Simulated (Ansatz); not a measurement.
**TaN (P-6m2), a vibration from a frozen displacement**

Method: DFT r2SCAN, scalar-relativistic, plane waves, PAW (Ansatz). Cutoff 500 eV, Γ-centred 18×18×16 k-points, Gaussian smearing of 0.15 eV. Spin–orbit coupling is left out, which matters for the heavy elements here. No spin polarisation. Energies are free energies at this smearing, counted from the undisturbed cell; pressure is positive in compression.

Reference structure (as given, not relaxed at this level; it stands at -0.2 GPa; this form isn't the usual structure):

```
CELL_PARAMETERS angstrom
2.93800 0.00000 0.00000
-1.46900 2.54438 0.00000
0.00000 0.00000 2.88300
ATOMIC_POSITIONS crystal
Ta 0.33333 0.66667 0.50000
N 0.00000 0.00000 0.00000
```

Every N atom is moved by x along the Cartesian unit vector (0.000, 0.000, 1.000); the cell and all other atoms stay fixed. The cell's volume is 21.55 Å³; the moved atoms weigh 14.007 u together and the others 180.948 u. Some rows repeat others by symmetry and weren't run.

```csv
x (Å),ΔE (meV/cell),total force on the moved atoms along the move (eV/Å),pressure (GPa)
-0.3000,703.68,4.9394,18.7728
-0.2625,531.37,4.2505,14.3714
-0.2250,384.79,3.5700,10.5279
-0.1875,263.38,2.9089,7.2560
-0.1500,166.29,2.2743,4.5666
-0.1125,92.44,1.6694,2.4678
-0.0750,40.72,1.0937,0.9652
-0.0375,10.12,0.5409,0.0620
0.0000,0.00,0.0000,-0.2392
0.0375,10.12,-0.5409,0.0620
0.0750,40.72,-1.0937,0.9652
0.1125,92.44,-1.6694,2.4678
0.1500,166.29,-2.2743,4.5666
0.1875,263.38,-2.9089,7.2560
0.2250,384.79,-3.5700,10.5279
0.2625,531.37,-4.2505,14.3714
0.3000,703.68,-4.9394,18.7728
```

Q: What frequency belongs to this motion?

A: The force constant is k = −dF/dx = 14.424 eV/Å², from the parabola through x = -0.0375, 0 and 0.0375. In every cell the moved atoms swing against the rest, so the mass is μ = m₁m₂/(m₁ + m₂) = 13.001 u, and ν̃ = 521.5 cm⁻¹ × √(|k|/μ) = 549 cm⁻¹. To first order in x, and within 1 %, the force on every atom lies along the move and, within each of the two groups, in proportion to the atom's mass, so this is itself a mode at the zone centre of this cell.

Q: How far does the harmonic law reach?

A: At x = -0.300 Å, kx²/2 = 649.08 meV against the computed 703.68 meV (+8.4 %): the well stiffens in this direction at large amplitude.

Q: The pressure changes with x². What does that say about the frequency under compression?

A: With E = k(V)x²/2, k ∝ V^(−2γ) and x scaling with the cell as V^(1/3), P − P0 = −∂E/∂V = (2γ − 2/3) ΔE/V. At x = 0.0750 Å, V(P − P0) = 21.55 × 1.20438 / 160.2 eV = 162.01 meV and ΔE = 40.72 meV, so γ = 1/3 + V(P − P0)/(2ΔE) = 2.32. This is the Grüneisen parameter of the motion under uniform scaling of the cell: shrinking the cell evenly by 1 % in volume raises the frequency by about 2.32 %.

In a metal these slopes depend on the k mesh and the smearing.